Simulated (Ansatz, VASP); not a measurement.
# One calculation of TaN, two programs

```
Ta N
1.0
     0.02179    2.18989    2.18989
     2.18989    0.02179    2.18989
     2.18989    2.18989    0.02179
Ta N
1 1
Direct
  0.50000 0.50000 0.50000
  0.00000 0.00000 0.00000
```

Change from the starting cell: equal xy, yz and zx shear strains of +1 %.

Alike in both runs: task single point; functional PBEsol; k mesh 9 × 9 × 9; occupations fermi-dirac, width 0.02 eV; no spin polarisation.

```csv
,VASP,Ansatz
version,VASP 6.6.1,Ansatz 0.2.0
potentials or method,"VASP PAW PBE potentials, release 64 (Ta_pv, N), cutoff 520 eV","all-electron LAPW, scalar-relativistic"
```

VASP gave:

```
pressure (GPa)                                  : 5.5
largest component of the traceless stress (GPa) : 0.76
```

Question: Estimate Ansatz's values.

Answer: Pressure (GPa): 4.4; largest component of the traceless stress (GPa): 0.81.

Ansatz ran all-electron here, so the differences hold the error of VASP's frozen core and of both bases.

Caveats: the PAW data sets were made with another functional, which shifts forces and pressure a little (VASP). The runs have no spin-orbit coupling, so splittings on Ta are missing.
